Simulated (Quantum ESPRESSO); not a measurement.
NaCl under changes of volume

One of the cells (21.478 Å³/atom); the others are scaled copies at fixed shape and fractional positions:

```xyz
2
Lattice="3.5022 0.0000 0.0000 0.0000 3.5022 0.0000 0.0000 0.0000 3.5022" Properties=species:S:1:pos:R:3 pbc="T T T"
Cl    1.7511    1.7511    1.7511
Na    0.0000    0.0000    0.0000
```

Measurements of this composition are mostly on another form, of space group No. 225.

- Program: Quantum ESPRESSO 7.5
- Functional: PBE
- Dispersion: D3(BJ)
- Potentials or basis: PseudoDojo 0.4.1 SR PBE standard
- Cutoff: 1197 eV
- Density cutoff: 4789 eV
- k mesh: 8 × 8 × 8
- Occupations: fermi-dirac, width 0.05 eV
- Spin: no spin polarisation

```tsv
volume (Å³/atom)	energy over the lowest point (meV/atom)	pressure (GPa)	gap on the mesh (eV)
20.189	0.06	0.3	4.20
20.619	0.00	-0.3	4.12
21.048	1.53	-0.8	4.05
21.478	4.47	-1.3	3.98
21.907	8.66	-1.8	3.92
22.337	14.04	-2.2	3.85
22.766	?	?	?
```

Task: What does the run at 22.766 Å³/atom give?

Result: Energy over the lowest point 20.34 meV/atom; pressure -2.5 GPa; gap on the mesh 3.80 eV.

Worked out: A Birch-Murnaghan fit of order 3 (a polynomial in V^(-2/3)) to the other rows has its minimum at 20.42 Å³/atom with B0 = V·E''(V) = 29 GPa and B' = 4.0. It gives 20.43 meV/atom at 22.766 Å³/atom, against the run's 20.34, and -dE/dV = -2.6 GPa, against -2.5. A straight line through the other rows of the gap, of slope -3.42 eV per unit of ln V, extrapolates to 3.78 eV, against the run's 3.80.

Energies are extrapolated to zero smearing.

A mesh can miss the band edges.
